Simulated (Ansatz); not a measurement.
**BaTiO$_{3}$: a vibration from a frozen displacement**

The calculation used DFT r2SCAN, scalar-relativistic, plane waves, PAW in Ansatz. Settings: plane waves to 500 eV, k-mesh 8×8×8 (Γ-centred), Gaussian smearing 0.05 eV. Spin–orbit coupling is left out, which matters for the heavy elements here. No spin polarisation. Energies are free energies at this smearing, counted from the undisturbed cell; pressure is positive in compression.

The starting cell (relaxed at this level; it needn't be the usual structure):

```
Ba Ti O
1.0
     3.99404    0.00000    0.00000
     0.00000    3.99404    0.00000
     0.00000    0.00000    3.99404
Ba Ti O
1 1 3
Direct
  0.50000 0.50000 0.50000
  0.00000 0.00000 0.00000
  0.50000 0.00000 0.00000
  0.00000 0.50000 0.00000
  0.00000 0.00000 0.50000
```

Atom 3 (O) is moved by x along the Cartesian unit vector (0.000, -0.707, -0.707); the cell and all other atoms stay fixed. The cell's volume is 63.71 Å³; the moved atoms weigh 15.999 u together and the others 217.192 u. Some rows repeat others by symmetry and weren't run.

```csv
x (Å),ΔE (meV/cell),total force on the moved atoms along the move (eV/Å),pressure (GPa)
-0.2000,120.84,1.2398,0.1826
-0.1800,97.40,1.1052,0.1430
-0.1600,76.61,0.9740,0.1094
-0.1400,58.42,0.8456,0.0813
-0.1200,42.77,0.7198,0.0578
-0.1000,29.61,0.5964,0.0392
-0.0800,18.91,0.4748,0.0246
-0.0400,4.71,0.2357,0.0059
0.0000,0.00,0.0000,0.0001
0.0400,4.71,-0.2357,0.0059
0.0800,18.91,-0.4748,0.0246
0.1000,29.61,-0.5964,0.0392
0.1200,42.77,-0.7198,0.0578
0.1400,58.42,-0.8456,0.0813
0.1600,76.61,-0.9740,0.1094
0.1800,97.40,-1.1052,0.1430
0.2000,120.84,-1.2398,0.1826
```

What frequency belongs to this motion?

The force constant is k = −dF/dx = 5.894 eV/Å², from the parabola through x = -0.0400, 0 and 0.0400. In every cell the moved atoms swing against the rest, so the mass is μ = m₁m₂/(m₁ + m₂) = 14.901 u, and ν̃ = 521.5 cm⁻¹ × √(|k|/μ) = 328 cm⁻¹. The pattern needn't be a normal mode: ν̃² is then a weighted mean of the squared nonzero frequencies at the zone centre of this cell, taken without macroscopic field, so it lies between the lowest and the highest of them.

How far does the harmonic law reach?

At x = -0.200 Å, kx²/2 = 117.87 meV against the computed 120.84 meV (+2.5 %): the well is still close to harmonic there.

The pressure changes with x². What does that say about the frequency under compression?

With E = k(V)x²/2, k ∝ V^(−2γ) and x scaling with the cell as V^(1/3), P − P0 = −∂E/∂V = (2γ − 2/3) ΔE/V. At x = 0.0800 Å, V(P − P0) = 63.71 × 0.02447 / 160.2 eV = 9.73 meV and ΔE = 18.91 meV, so γ = 1/3 + V(P − P0)/(2ΔE) = 0.59. This is the Grüneisen parameter of the motion under uniform scaling of the cell: shrinking the cell evenly by 1 % in volume raises the frequency by about 0.59 %.

Many cubic perovskites lower their energy by tilts or polar distortions; a scan of this one displacement doesn't rule them out.

Cost: 9 runs of about 6.7 core-minutes in all, on AMD EPYC (Zen 3) (shared hosts).